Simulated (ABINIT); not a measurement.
# Ge (I4_1/amd) in ABINIT: further runs, part 3 of 3

ABINIT 10.8.3 (patched build). Earlier steps stand in the parts before.

### Step 5. Single point, LDA

run.abi reads:

```
# Pseudopotentials
pp_dirpath "./"
pseudos "Ge.upf"

# Structure
acell 3*1.0 Angstrom
rprim
    -2.5744897190     2.5744897190     1.3974126432
     2.5744897190    -2.5744897190     1.3974126432
     2.5744897190     2.5744897190    -1.3974126432
ntypat 1
znucl 32
natom 2
typat 1 1
xcart
     0.0000000000     0.0000000000     1.3974126432
     2.5744897190     0.0000000000     0.6987063216 Angstrom

# Plane-wave basis
ecut 35.0

# k points
kptopt 1
ngkpt 8 8 8
nshiftk 1
shiftk 0.0 0.0 0.0

# Exchange and correlation
ixc 7

# Bands and occupations
nband 18
occopt 3
tsmear 0.05 eV

# SCF cycle
nstep 100
tolvrs 1.0e-10

# Output
iomode 3
prtwf 0
prtden 0
prteig 0
prtebands 0
enunit 2
```

Potentials or basis: PseudoDojo NC SR LDA v0.4.1 standard.

Started as:

```console
mpirun --bind-to none -np 4 abinit run.abi > log 2>&1
```

run.abo:

```text
.Version 10.8.3 of ABINIT
 Symmetries : space group I4_1/a m d (#141); Bravais tI (body-center tetrag.)
================================================================================
 Values of the parameters that define the memory need of the present run
     intxc =       0    ionmov =       0      iscf =       7    lmnmax =       6
     lnmax =       6     mgfft =      40  mpssoang =       3    mqgrid =    3001
     natom =       2  nloc_mem =       1    nspden =       1   nspinor =       1
    nsppol =       1      nsym =      16    n1xccc =    2501    ntypat =       1
    occopt =       3   xclevel =       1
       mpw =        2492          nfft =       64000          nkpt =          59
================================================================================
================================================================================

--------------------------------------------------------------------------------
------------- Echo of variables that govern the present computation ------------
--------------------------------------------------------------------------------
 -outvars: echo values of preprocessed input variables --------
            acell      1.8897261259E+00  1.8897261259E+00  1.8897261259E+00 Bohr
              amu      7.26100000E+01
             ecut      3.50000000E+01 Hartree
           enunit           2
                       outvar_i_n : Printing only first  50 k-points.
              ixc           7
                       outvar_i_n : Printing only first  50 k-points.
         kptrlatt        8    0    0      0    8    0      0    0    8
          kptrlen      4.22516349E+01
            natom           2
            nband          18
            ngfft          40      40      40
             nkpt          59
            nstep         100
             nsym          16
           ntypat           1
                       prtocc : prtvol=0, do not print more k-points.
           occopt           3
           prtden           0
        prtebands           0
           prteig           0
            prtwf           0
            rprim     -2.5744897190E+00  2.5744897190E+00  1.3974126432E+00
                       2.5744897190E+00 -2.5744897190E+00  1.3974126432E+00
                       2.5744897190E+00  2.5744897190E+00 -1.3974126432E+00
          spgroup         141
           tolvrs      1.00000000E-10
           tsmear      1.83746611E-03 Hartree
            typat      1  1
[... 129 lines left out ...]
 frms,max,avg= 1.6593662E-28 2.0844906E-28   0.000E+00  0.000E+00  0.000E+00 e/A
 length scales=  1.889726125908  1.889726125908  1.889726125908 bohr
              =  1.000000000000  1.000000000000  1.000000000000 angstroms
 Fermi (or HOMO) energy (hartree) =   0.19817   Average Vxc (hartree)=  -0.43256
 Eigenvalues (hartree) for nkpt=  59  k points:
 kpt#   1, nband= 18, wtk=  0.00195, kpt=  0.0000  0.0000  0.0000 (reduced coord)
  -0.71291   -0.71080   -0.71016   -0.70960   -0.70588   -0.70588   -0.70566   -0.70566
  -0.70377   -0.70126   -0.28927    0.04621    0.11473    0.11473    0.32398    0.47636
   0.47636    0.49635
      occupation numbers for kpt#   1
   2.00000    2.00000    2.00000    2.00000    2.00000    2.00000    2.00000    2.00000
   2.00000    2.00000    2.00000    2.00000    2.00000    2.00000    0.00000    0.00000
   0.00000    0.00000
 prteigrs : prtvol=0 or 1, do not print more k-points.

 Fermi (or HOMO) energy (eV) =   5.39261   Average Vxc (eV)= -11.77055
 Eigenvalues (   eV  ) for nkpt=  59  k points:
 kpt#   1, nband= 18, wtk=  0.00195, kpt=  0.0000  0.0000  0.0000 (reduced coord)
 -19.39916  -19.34195  -19.32435  -19.30933  -19.20792  -19.20792  -19.20198  -19.20198
 -19.15059  -19.08233   -7.87134    1.25734    3.12198    3.12198    8.81588   12.96232
  12.96237   13.50647
 prteigrs : prtvol=0 or 1, do not print more k-points.

--- !EnergyTerms
iteration_state     : {dtset: 1, }
comment             : Components of total free energy in Hartree
kinetic             :  1.33855529901135E+02
hartree             :  4.50987551070364E+01
xc                  : -4.29248691799248E+01
Ewald energy        : -1.12041434475246E+02
psp_core            :  6.78578398461126E+00
local_psp           : -1.16632176258182E+02
non_local_psp       : -9.25961382426276E+01
internal            : -1.78454549163198E+02
'-kT*entropy'       : -2.79982829378403E-04
total_energy        : -1.78454829146027E+02
total_energy_eV     : -4.85600328335309E+03
band_energy         : -1.41345683661439E+01
...

 Cartesian components of stress tensor (hartree/bohr^3)
  sigma(1 1)=  2.21752916E-04  sigma(3 2)=  0.00000000E+00
  sigma(2 2)=  2.21752916E-04  sigma(3 1)=  0.00000000E+00
  sigma(3 3)=  6.38139984E-05  sigma(2 1)=  0.00000000E+00

-Cartesian components of stress tensor (GPa)         [Pressure= -4.9753E+00 GPa]
- sigma(1 1)=  6.52419603E+00  sigma(3 2)=  0.00000000E+00
- sigma(2 2)=  6.52419603E+00  sigma(3 1)=  0.00000000E+00
- sigma(3 3)=  1.87747265E+00  sigma(2 1)=  0.00000000E+00

== END DATASET(S) ==============================================================
================================================================================

 -outvars: echo values of variables after computation  --------
            acell      1.8897261259E+00  1.8897261259E+00  1.8897261259E+00 Bohr
           etotal     -1.7845482915E+02
            fcart     -4.0536888752E-30 -3.4050986552E-30 -1.7923719899E-30
                       4.0536888752E-30  3.4050986552E-30  1.7923719899E-30
            rprim     -2.5744897190E+00  2.5744897190E+00  1.3974126432E+00
                       2.5744897190E+00 -2.5744897190E+00  1.3974126432E+00
                       2.5744897190E+00  2.5744897190E+00 -1.3974126432E+00
           strten      2.2175291569E-04  2.2175291569E-04  6.3813998365E-05
                       0.0000000000E+00  0.0000000000E+00  0.0000000000E+00
           xangst     -4.4950674966E-18 -4.4950674966E-18  1.3974126432E+00
                       2.5744897190E+00  2.3500188930E-16  6.9870632160E-01
             xred      5.0000000000E-01  5.0000000000E-01 -1.7460032811E-18
                       2.5000000000E-01  7.5000000000E-01  5.0000000000E-01
 Calculation completed.
```

Wall time 17 s (4 MPI ranks of Arm Neoverse V2, shared host); peak memory 0.28 GiB.

Results:

* Free energy: -4856.0033 eV
* Band gap on the k mesh: none (metal or under the smearing width)
* Valence electrons inside the program's atomic spheres: Ge 11.51 (radii [1.0584] Å)

Caveat: the cutoff is too short for stress, so the log's stress isn't used.

### Step 6. Single point, PBEsol

run.abi reads:

```
pp_dirpath "./"
pseudos "Ge.upf"

acell 3.8998406021 3.8998406021 3.8998406021 Angstrom
rprim
    -0.6601525502     0.6601525502     0.3583255794
     0.6601525502    -0.6601525502     0.3583255794
     0.6601525502     0.6601525502    -0.3583255794
ntypat 1
znucl 32
natom 2
typat 1 1
xred
     0.5000000000     0.5000000000     0.0000000000
     0.2500000000     0.7500000000     0.5000000000

ecut 952.398519 eV

kptopt 1
ngkpt 8 8 8
nshiftk 1
shiftk 0.0 0.0 0.0

ixc -116133

nband 18
occopt 3
tsmear 0.00183747

nstep 100
tolvrs 1.0e-10

iomode 3
prtwf 0
prtden 0
prteig 0
prtebands 0
enunit 1
```

Potentials or basis: PseudoDojo NC SR PBEsol v0.4.1 standard.

Started as:

```console
mpirun --bind-to none -np 4 abinit run.abi > log 2>&1
```

Wall time 19 s (4 MPI ranks of Arm Neoverse V2, shared host); peak memory 0.32 GiB.

Results (log left out):

| Item | Value |
| --- | --- |
| Free energy | -4854.2298 eV |
| Pressure | -3.0 GPa |
| Band gap on the k mesh | none (metal or under the smearing width) |
| Valence electrons inside the program's atomic spheres | Ge 11.49 (radii [1.0584] Å) |

Stress tensor (GPa, compression positive):
```
-4.59  0.00  0.00
 0.00 -4.59  0.00
 0.00  0.00  0.05
```

Levels at points of the mesh, in eV from the Fermi level:
| k point | band 11 | band 12 | band 13 | band 14 | band 15 | band 16 | band 17 | band 18 |
| --- | --- | --- | --- | --- | --- | --- | --- | --- |
| (0.00, 0.00, 0.00) | -13.27 | -4.02 | -2.29 | -2.29 | 3.28 | 7.64 | 7.64 | 8.19 |
| (0.50, 0.00, 0.00) | -8.00 | -6.35 | -2.59 | -1.96 | -1.30 | 2.50 | 3.61 | 5.55 |
| (0.50, 0.50, 0.00) | -10.52 | -10.52 | 0.66 | 0.66 | 1.95 | 1.95 | 7.59 | 7.59 |
| (0.50, 0.50, 0.50) | -8.83 | -8.83 | -5.88 | -5.88 | 6.21 | 6.21 | 11.05 | 11.05 |

### Step 7. Summary

| task | level | potentials or basis | cell | cutoff (eV) | cell freedom (optcell) | optimiser (ionmov) | cutoff smearing ecutsm (Ha) | force stop (Ha/bohr) | gap on the mesh (eV) | pressure (GPa) |
| --- | --- | --- | --- | --- | --- | --- | --- | --- | --- | --- |
| relaxation of cell and atoms | LDA | PseudoDojo NC SR LDA v0.4.1 standard | relaxed | 1088 | 2 | 2 | 0.5 | 2e-05 | none | 0.0 |
| single point | LDA | PseudoDojo NC SR LDA v0.4.1 standard | cell relaxed | 1088 | - | - | - | - | none | 0.0 |
| single point | LDA | PseudoDojo NC SR LDA v0.4.1 standard | as given | 952 | - | - | - | - | none | - |
| single point | PBEsol | PseudoDojo NC SR PBEsol v0.4.1 standard | as given | 952 | - | - | - | - | none | -3.0 |

Alike in all rows: no spin polarisation; k mesh 8 × 8 × 8; smearing fermi-dirac 0.05 eV.

Total energies depend on the potentials used, so only differences within one code and one set of settings carry meaning.
